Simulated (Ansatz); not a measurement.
Wires are cut from relaxed bulk BN (F-43m, 5.95 Å³/atom, gap on the mesh 4.46 eV); atoms and period are relaxed, and energies count from that bulk.

Level of theory: DFT PBE, scalar-relativistic, plane waves, PAW in Ansatz.

Cutoff 420 eV, Gaussian smearing of 0.05 eV, energies at zero smearing, symmetry of each start kept, collinear spin where a moment is listed.

| start | atoms | k mesh | excess energy (eV per host atom) | line energy (eV/Å) | period (Å) | gap on the mesh (eV) | size of the moment (μB per cell) |
| --- | --- | --- | --- | --- | --- | --- | --- |
| [111] wire, 14 host atoms a period | 14 | 1×1×6 | 1.661 | 3.653 | 6.364 | 0.35 | 0.00 |
| [111] wire, 20 host atoms a period* | 20 | 1×1×6 | 0.733 | 2.313 | 6.334 | 2.43 | 0.00 |

* ends far from its start.

Each run keeps its start's symmetry and one magnetic start, so lower states can exist.

Cost: 2 runs of about 27 core-minutes in all, on Intel Xeon 6975P-C (Granite Rapids) (shared hosts).